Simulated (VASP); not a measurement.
# CsPbCl3 (R32) in VASP: single point with PBE

Aim: the single point of CsPbCl3 with PBE.

Program: VASP 6.6.1. These are calculated values, not measurements. Logs are shortened: lines on timing, memory, paths and dates and some standing lists are left out, and cuts for length are marked.

## Step 1: The crystal as given

It takes space group R32 (No. 155, trigonal). The conventional cell has a = 8.006 Å, b = 8.006 Å, c = 9.887 Å, α = 90.00°, β = 90.00°, γ = 120.00°. Cs (site symmetry 32) has 12 Cl at 3.85 to 4.15 Å as nearest neighbours. Pb (site symmetry 32) has 6 Cl at 2.84 Å as nearest neighbours. Around Cl (site symmetry 2) lie 2 Pb at 2.84 Å.

The cell comes from a database or a generator and needn't be the stable form of this composition.

## Step 2: Single point, PBE

File INCAR:

```
  PREC = Accurate
  ENCUT = 520
  EDIFF = 1E-7
  ISMEAR = 0
  SIGMA = 0.05
  LREAL = F
  LASPH = T
  NELM = 100
  ALGO = Fast
  ISIF = 2
  LWAVE = F
  LCHARG = F
  GGA = PE
  NBANDS = 30
```

File KPOINTS:

```
Automatic mesh
0
Gamma
  6 6 6
```

File POSCAR:

```
CsPbCl3
1.0
    4.0031551156      2.3112226836      3.2955554574
   -4.0031551156      2.3112226836      3.2955554574
    0.0000000000     -4.6224453672      3.2955554574
Cs Pb Cl
1 1 3
Direct
    0.5000000000      0.5000000000      0.5000000000
    0.0000000000      0.0000000000      0.0000000000
    0.5000000000      0.0186003000      0.9813997000
    0.0186003000      0.9813997000      0.5000000000
    0.9813997000      0.5000000000      0.0186003000
```

Potentials or basis: VASP PAW PBE potentials, release 64 (Cs_sv, Pb_d, Cl).

Run with:

```
> cat potpaw_PBE.64/Cs_sv/POTCAR potpaw_PBE.64/Pb_d/POTCAR potpaw_PBE.64/Cl/POTCAR > POTCAR
> mpirun -np 1 vasp_std > vasp.out
```

OUTCAR:

```text
PREC = Accurate
   ENCUT = 520
   EDIFF = 1E-7
   ISMEAR = 0
   LREAL = F
   LASPH = T
   NELM = 100
   ISIF = 2
   GGA = PE

 ion  position               nearest neighbor table
   1  0.500  0.500  0.500-
   2  0.000  0.000  0.000-   5 2.84   3 2.84   5 2.84   3 2.84   4 2.84   4 2.84
   3  0.500  0.019  0.981-   2 2.84   2 2.84
   4  0.019  0.981  0.500-   2 2.84   2 2.84
   5  0.981  0.500  0.019-   2 2.84   2 2.84

  LATTYP: Found a trigonal (rhomboedric) cell.
 ALAT       =     5.6769434510
 COS(alpha) =     0.0054979182

  Lattice vectors:

 A1 = (   4.0031551156,   2.3112226836,   3.2955554574)
 A2 = (  -4.0031551156,   2.3112226836,   3.2955554574)
 A3 = (   0.0000000000,  -4.6224453672,   3.2955554574)

Analysis of symmetry for initial positions (statically):
=====================================================================
 Subroutine PRICEL returns:
 Original cell was already a primitive cell.

 Routine SETGRP: Setting up the symmetry group for a
 trigonal (rhombohedral) supercell.

 Subroutine GETGRP returns: Found  6 space group operations
 (whereof  6 operations were pure point group operations)
 out of a pool of 12 trial point group operations.

The static configuration has the point symmetry D_3 .

Analysis of symmetry for dynamics (positions and initial velocities):
=====================================================================
 Subroutine PRICEL returns:
 Original cell was already a primitive cell.

 Routine SETGRP: Setting up the symmetry group for a
 trigonal (rhombohedral) supercell.

 Subroutine GETGRP returns: Found  6 space group operations
 (whereof  6 operations were pure point group operations)
 out of a pool of 12 trial point group operations.

The dynamic configuration has the point symmetry D_3 .

 Subroutine INISYM returns: Found  6 space group operations
 (whereof  6 operations are pure point group operations),
 and found     1 'primitive' translations

----------------------------------------------------------------------------------------

                                     Primitive cell

  volume of cell :     182.9465

  direct lattice vectors                    reciprocal lattice vectors
     4.003155116  2.311222684  3.295555457     0.124901480  0.072111903  0.101146328
    -4.003155116  2.311222684  3.295555457    -0.124901480  0.072111903  0.101146328
     0.000000000 -4.622445367  3.295555457     0.000000000 -0.144223807  0.101146328

  length of vectors
     5.676943451  5.676943451  5.676943451     0.176156425  0.176156425  0.176156425

  position of ions in fractional coordinates (direct lattice)
     0.500000000  0.500000000  0.500000000
     0.000000000  0.000000000  0.000000000
     0.500000000  0.018600300  0.981399700
     0.018600300  0.981399700  0.500000000
     0.981399700  0.500000000  0.018600300

  ion indices of the primitive-cell ions
   primitive index   ion index
                 1           1
                 2           2
                 3           3
                 4           4
                 5           5

----------------------------------------------------------------------------------------

 KPOINTS: Automatic mesh

Automatic generation of k-mesh.
 Grid dimensions read from file:
 generate k-points for:    6    6    6

 Generating k-lattice:

  Cartesian coordinates                     Fractional coordinates (reciprocal lattice)
     0.020816913  0.012018651  0.016857721     0.166666667 -0.000000000  0.000000000
    -0.020816913  0.012018651  0.016857721    -0.000000000  0.166666667  0.000000000
     0.000000000 -0.024037301  0.016857721     0.000000000  0.000000000  0.166666667

  Length of vectors
     0.029359404  0.029359404  0.029359404

  Shift w.r.t. Gamma in fractional coordinates (k-lattice)
     0.000000000  0.000000000  0.000000000

 Subroutine IBZKPT returns following result:
 ===========================================

 Found     32 irreducible k-points:

 Following reciprocal coordinates:
            Coordinates               Weight
  0.000000  0.000000  0.000000      1.000000
  0.166667 -0.000000  0.000000      6.000000
  0.333333  0.000000  0.000000      6.000000
  0.500000 -0.000000 -0.000000      3.000000
  0.166667  0.166667  0.000000      6.000000
  0.333333  0.166667  0.000000     12.000000
[... 16 lines left out ...]
  0.500000  0.500000  0.166667      6.000000
 -0.333333  0.500000  0.166667     12.000000
 [... further k-points ...]
   k-points           NKPTS =     32   k-points in BZ     NKDIM =     32   number of bands    NBANDS=     30
   number of dos      NEDOS =    301   number of ions     NIONS =      5
   total plane-waves  NPLWV =  74088
   dimension x,y,z NGX =    42 NGY =   42 NGZ =   42
   dimension x,y,z NGXF=    84 NGYF=   84 NGZF=   84
   ions per type =               1   1   3
   NGX,Y,Z   is equivalent  to a cutoff of  12.30, 12.30, 12.30 a.u.
   NGXF,Y,Z  is equivalent  to a cutoff of  24.60, 24.60, 24.60 a.u.
 SYSTEM =  unknown system
   PREC   = accura    normal or accurate (medium, high low for compatibility)
   ISTART =      0    job   : 0-new  1-cont  2-samecut
   ICHARG =      2    charge: 1-file 2-atom 10-const
   ISPIN  =      1    spin polarized calculation?
   LNONCOLLINEAR =      F non collinear calculations
   LSORBIT =      F    spin-orbit coupling
   LASPH  =      T    aspherical Exc in radial PAW
   ENCUT  =  520.0 eV  38.22 Ry    6.18 a.u.  10.56 10.56 10.56*2*pi/ulx,y,z
   NELM   =    100;   NELMIN=  2; NELMDL= -5     # of ELM steps
   EDIFF  = 0.1E-06   stopping-criterion for ELM
   LREAL  =      F    real-space projection
   EDIFFG = 0.1E-05   stopping-criterion for IOM
   NSW    =      0    number of steps for IOM
   IBRION =     -1    ionic relax: 0-MD 1-quasi-New 2-CG
   NFREE  =      0    steps in history (QN), initial steepest desc. (CG)
   ISIF   =      2    stress and relaxation
   ISYM   =      2    0-nonsym 1-usesym 2-fastsym
   POTIM  = 0.5000    time-step for ionic-motion
   TEBEG  =    0.0;   TEEND  =   0.0 temperature during run
   PSTRESS=    0.0 pullay stress
   NELECT =      44.0000    total number of electrons
   NUPDOWN=      -1.0000    fix difference up-down
   EMIN   =  10.00;   EMAX   =-10.00  energy-range for DOS
   EFERMI =   0.00;   METHOD = LEGACY
   ISMEAR =     0;   SIGMA  =   0.05  broadening in eV -4-tet -1-fermi 0-gaus
   EFERMI_NEDOS =   21; number of points for ismear=-14 and -15
   IALGO  =     68    algorithm
   IMIX   =      4    mixing-type and parameters
     AMIX     =   0.40;   BMIX     =  1.00
     AMIX_MAG =   1.60;   BMIX_MAG =  1.00
  volume/ion in A,a.u.               =      36.59       246.92
  Fermi-wavevector in a.u.,A,eV,Ry     =   1.018086  1.923903 14.102420  1.036499
  Thomas-Fermi vector in A             =   2.151523
   LORBIT       =      0    0 simple, 1 ext, 2 COOP (PROOUT), +10 PAW based schemes
   GGA     = PE    functional components
   LHFCALC =     F    Hartree Fock is set to
   AEXX    =    0.0000 exact exchange contribution
   IVDW    =     0    specifies the selected vdW correction
   LEPSILON=     F    determine dielectric tensor
   LRPA    =     F    only Hartree local field effects (RPA)
 non-spin polarized calculation
 RMM-DIIS sequential band-by-band and
 Gauss-broadening in eV      SIGMA  =   0.05
  energy-cutoff  :      520.00
  volume of cell :      182.95
 maximum number of plane-waves:      4950
   NGX = 21   NGY = 21   NGZ = 21

 number of electron      44.0000008 magnetization

 Free energy of the ion-electron system (eV)
  ---------------------------------------------------
  ext. energy  EPLUGINS =         0.00000000
  ---------------------------------------------------
  free energy    TOTEN  =       -17.54929461 eV

  energy without entropy =      -17.54929461  energy(sigma->0) =      -17.54929461

 E-fermi :   1.4930     XC(G=0):  -7.6565

 val. band max:        1.2716527740   @ k =   0.5000   0.5000   0.5000
 cond. band min:       3.4448261306   @ k =   0.5000   0.5000   0.5000
 fundamental gap:      2.1731733566
 Fermi energy:         1.4930331531

 k-point     1 :       0.0000    0.0000    0.0000
  band No.  band energies     occupation
      1     -19.8357      2.00000
      2     -15.3181      2.00000
      3     -15.3181      2.00000
      4     -15.1323      2.00000
      5     -15.1323      2.00000
      6     -15.1295      2.00000
[... 22 lines left out ...]
     29       7.3534      0.00000
     30       7.3796      0.00000

 k-point     2 :       0.1667   -0.0000    0.0000
  band No.  band energies     occupation
      1     -19.8352      2.00000
      2     -15.3181      2.00000
      3     -15.2979      2.00000
      4     -15.1327      2.00000
      5     -15.1324      2.00000
      6     -15.1297      2.00000
[... 22 lines left out ...]
     29       6.9727      0.00000
     30       7.4701      0.00000

 k-point     3 :       0.3333    0.0000    0.0000
  band No.  band energies     occupation
      1     -19.8344      2.00000
      2     -15.3180      2.00000
      3     -15.2565      2.00000
      4     -15.1337      2.00000
      5     -15.1327      2.00000
      6     -15.1300      2.00000
[... 22 lines left out ...]
     29       7.1426      0.00000
     30       7.9097      0.00000

 k-point     4 :       0.5000   -0.0000   -0.0000
  band No.  band energies     occupation
      1     -19.8339      2.00000
      2     -15.3179      2.00000
      3     -15.2352      2.00000
      4     -15.1343      2.00000
      5     -15.1328      2.00000
      6     -15.1302      2.00000
[... 22 lines left out ...]
     29       7.2695      0.00000
     30       8.3499      0.00000

 k-point     5 :       0.1667    0.1667    0.0000
  band No.  band energies     occupation
      1     -19.8348      2.00000
      2     -15.3081      2.00000
      3     -15.2873      2.00000
      4     -15.1329      2.00000
      5     -15.1327      2.00000
      6     -15.1299      2.00000
[... 22 lines left out ...]
     29       7.0940      0.00000
     30       7.5175      0.00000
[... 526 lines left out ...]
     29       7.7277      0.00000
     30       7.8509      0.00000

 k-point    22 :      -0.1667    0.3333    0.1667
  band No.  band energies     occupation
      1     -19.8336      2.00000
      2     -15.2871      2.00000
      3     -15.2442      2.00000
      4     -15.1340      2.00000
      5     -15.1333      2.00000
      6     -15.1305      2.00000
[... 22 lines left out ...]
     29       7.4604      0.00000
     30       7.9121      0.00000

 k-point    23 :       0.5000    0.5000    0.1667
  band No.  band energies     occupation
      1     -19.8321      2.00000
      2     -15.2562      2.00000
      3     -15.1825      2.00000
      4     -15.1356      2.00000
      5     -15.1342      2.00000
      6     -15.1312      2.00000
[... 22 lines left out ...]
     29       7.4768      0.00000
     30       7.6098      0.00000

 k-point    24 :      -0.3333    0.5000    0.1667
  band No.  band energies     occupation
      1     -19.8325      2.00000
      2     -15.2627      2.00000
      3     -15.2001      2.00000
      4     -15.1351      2.00000
      5     -15.1340      2.00000
      6     -15.1310      2.00000
[... 22 lines left out ...]
     29       7.6228      0.00000
     30       7.7044      0.00000

 [... further k-points ...]

------------------------ aborting loop because EDIFF is reached ----------------------------------------

  FORCE on cell =-STRESS in cart. coord.  units (eV):
  Direction    XX          YY          ZZ          XY          YZ          ZX
  --------------------------------------------------------------------------------------
  -------------------------------------------------------------------------------------
  Total        0.7512717      0.7512717      0.7185206      0.0000000     -0.0000000      0.0000000
  in kB        6.5793583      6.5793583      6.2925365      0.0000000     -0.0000000      0.0000000
  external PRESSURE =       6.4837511 kB  Pullay stress =       0.0000000 kB

 VOLUME and BASIS-vectors are now :
 -----------------------------------------------------------------------------
  energy-cutoff  :      520.00
  volume of cell :      182.95
      direct lattice vectors                 reciprocal lattice vectors
     4.003155116  2.311222684  3.295555457     0.124901480  0.072111903  0.101146328
    -4.003155116  2.311222684  3.295555457    -0.124901480  0.072111903  0.101146328
     0.000000000 -4.622445367  3.295555457     0.000000000 -0.144223807  0.101146328

 POSITION                                       TOTAL-FORCE (eV/Angst)
 -----------------------------------------------------------------------------------
      0.00000      0.00000      4.94333        -0.000000      0.000000     -0.000000
      0.00000      0.00000      0.00000        -0.000000      0.000000     -0.000000
      1.92712     -3.33787      4.94333         0.008002     -0.013860     -0.000000
     -3.85424      0.00000      4.94333        -0.016004      0.000000      0.000000
      1.92712      3.33787      4.94333         0.008002      0.013860     -0.000000
 -----------------------------------------------------------------------------------
    total drift:                               -0.000001      0.000000      0.000000

  FREE ENERGIE OF THE ION-ELECTRON SYSTEM (eV)
  ---------------------------------------------------
  free  energy   TOTEN  =       -17.5492946118 eV

  energy  without entropy=      -17.5492946118  energy(sigma->0) =      -17.54929461
```

Wall time 5.5 min (1 thread of Intel Xeon Platinum 8175M at 2.50GHz (Skylake/Cascade Lake), shared host); peak memory 0.36 GiB.

What came out:

| Item | Value |
| --- | --- |
| Free energy | -17.5493 eV |
| Pressure | 0.6 GPa |
| Largest force | 0.016 eV/Å |
| Band gap on the k mesh | 2.17 eV, direct |

Forces in eV/Å, atoms in the order of the input:
```
Cs   0.000  0.000  0.000
Pb   0.000  0.000  0.000
Cl   0.008 -0.014  0.000
Cl  -0.016  0.000  0.000
Cl   0.008  0.014  0.000
```

Levels at points of the mesh, in eV from the valence-band top:
```csv
k point,band 18,band 19,band 20,band 21,band 22,band 23,band 24,band 25,band 26,band 27
"(0.00, 0.00, 0.00)",-2.30,-2.28,-2.21,-2.21,-2.19,3.60,4.60,4.60,5.48,5.48
"(0.50, 0.00, 0.00)",-2.41,-2.32,-2.30,-2.28,-1.49,3.13,4.92,5.27,5.42,5.45
"(0.50, 0.50, 0.00)",-2.48,-2.45,-2.39,-1.91,-0.74,2.69,2.71,5.01,5.62,5.93
"(0.50, 0.50, 0.50)",-2.46,-1.93,-1.89,-1.89,0.00,2.17,2.17,2.18,5.40,5.81
```

Caveat: spin-orbit coupling is left out, which as a rule narrows the gap of such compounds by several tenths of an eV.
